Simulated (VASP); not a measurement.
Set up this calculation in VASP 6.6.1, as the native input.

```yaml
Task: single point
Functional: HSE06
Potentials_or_basis: VASP PAW PBE potentials, release 64 (Sn_d, Se)
Cutoff: 520 eV
k_mesh: 6 × 6 × 6
Occupations: gaussian, width 0.02 eV
Spin: no spin polarisation
Grid_for_exact_exchange_PRECFOCK: Fast
Screening_parameter: 0.2 1/A
Further_INCAR_settings: ALGO = Normal; EDIFF = 1e-06; NBANDS = 17
```

Crystal: SnSe.

```
Sn Se
1.0
     0.00000    2.97581    2.97581
     2.97581    0.00000    2.97581
     2.97581    2.97581    0.00000
Sn Se
1 1
Direct
  0.00000 0.00000 0.00000
  0.50000 0.50000 0.50000
```

Measurements of this composition are mostly on another form, of space group No. 62.

These files were run (other wordings do the same):

POSCAR

```
SnSe
1.0
    0.0000000000      2.9758100000      2.9758100000
    2.9758100000      0.0000000000      2.9758100000
    2.9758100000      2.9758100000      0.0000000000
Sn Se
1 1
Direct
    0.0000000000      0.0000000000      0.0000000000
    0.5000000000      0.5000000000      0.5000000000
```

INCAR.step1

```
ALGO = Normal
EDIFF = 1E-5
ENCUT = 520
GGA = PE
ISIF = 2
ISMEAR = 0
LASPH = True
LCHARG = False
LREAL = False
LWAVE = True
NBANDS = 17
NELM = 100
PREC = Accurate
SIGMA = 0.02
```

INCAR.step2

```
ALGO = Normal
EDIFF = 1E-6
ENCUT = 520
GGA = PE
HFSCREEN = 0.2
ISIF = 2
ISMEAR = 0
ISTART = 1
LASPH = True
LCHARG = False
LHFCALC = True
LREAL = False
LWAVE = False
NBANDS = 17
NELM = 100
PREC = Accurate
PRECFOCK = Fast
SIGMA = 0.02
```

KPOINTS

```
k-points
0
Gamma
  6 6 6
```

Potentials or basis: VASP PAW PBE potentials, release 64 (Sn_d, Se).

The run is started by

```sh
$ cat potpaw_PBE.64/Sn_d/POTCAR potpaw_PBE.64/Se/POTCAR > POTCAR
$ cp INCAR.step1 INCAR
$ mpirun -np 1 vasp_std > vasp.out
$ cp INCAR.step2 INCAR
$ mpirun -np 1 vasp_std > vasp.out
```

It gave:

```json
{
 "Pressure": "1.2 GPa",
 "Band gap on the k mesh": "0.57 eV, direct"
}
```

Caveat: the PAW data sets were made with another functional, which shifts forces and pressure a little; spin-orbit coupling is left out, which moves the levels of the heavy elements.

Run time: 37 min on 1 thread of AMD EPYC 7R13 Processor (Zen 3), on a shared host, peak memory 0.28 GiB.
